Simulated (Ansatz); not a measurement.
Ge:

```xyz
2
Lattice="1.4881 -2.5947 0.0000 1.4881 2.5947 0.0000 0.0000 0.0000 4.7276" Properties=species:S:1:pos:R:3 pbc="T T T"
Ge    1.4881    0.8643    1.1819
Ge    1.4881   -0.8643    3.5457
```

This isn't the form of Ge at room conditions, which is diamond.

Base run:

| Item | Value |
| --- | --- |
| Program | Ansatz 0.2.0 |
| Functional | PBEsol |
| Potentials or basis | Ansatz PAW |
| Cutoff | 420 eV (not typed: the program's choice for these potentials) |
| k mesh | 10 × 10 × 6 |
| Occupations | fermi-dirac, width 0.05 eV |
| Spin | no spin polarisation |

Its results: band gap on the k mesh none (metal or under the smearing width); pressure 0.5 GPa.

After a change of settings the same cell gave: band gap on the k mesh none (metal or under the smearing width); pressure -1.2 GPa. Which change was it?
A. functional from PBEsol to LDA
B. functional from PBEsol to r2SCAN; cutoff from 420 eV (not typed: the program's choice for these potentials) to 500 eV (not typed: the program's choice for these potentials)
C. spin from no spin polarisation to spin-orbit coupling, no magnetisation; potential files from those of the base run to others of the same set

A.

LDA binds more tightly than PBEsol, so the same cell stands under less pressure.

Caveats: the PAW data sets come from PBE, with cores solved anew for the run's functional, which leaves a small shift of forces and pressure.
